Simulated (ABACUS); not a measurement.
Si, 2 atoms in the cell. Symmetry: Fd-3m, No. 227, cubic system. Conventional cell: a = 5.444 Å, b = 5.444 Å, c = 5.444 Å, α = 90.00°, β = 90.00°, γ = 90.00°. Si (site symmetry -43m) has 4 Si at 2.36 Å as nearest neighbours. 

```yaml
Program: ABACUS 3.10.1
Task: single point
Functional: B86bPBE
Potentials_or_basis: GBRV ultrasoft 1.5 PBE
Cutoff: 544 eV
Density_cutoff: 4354 eV
Basis: plane waves
k_mesh: 6 × 6 × 6
Occupations: fermi-dirac, width 0.05 eV
Spin: no spin polarisation
Radial_cutoff_of_the_potentials_pseudo_rcut: 10 bohr
SCF_threshold_on_the_density: 1e-08
Max_SCF_steps: 100
Eigensolver: dav
Mixing: broyden
Mixing_share: 0.7
Symmetry_key: 1
Bands: 14
```

Potentials or basis: GBRV ultrasoft 1.5 PBE, plane waves.

Run with:

```sh
$ OMP_NUM_THREADS=1 mpirun -np 4 abacus > log
```

Hardware: 4 MPI ranks on Intel(R) Xeon(R) Platinum 8488C (Sapphire Rapids), on a shared host.

Task: How long does it take, and how much memory?

Result: Run time: 13 s on 4 MPI ranks on Intel(R) Xeon(R) Platinum 8488C (Sapphire Rapids), on a shared host, peak memory 0.6 GiB a rank. Counts: scf iterations 6, k points 16, bands 14, ranks 4.
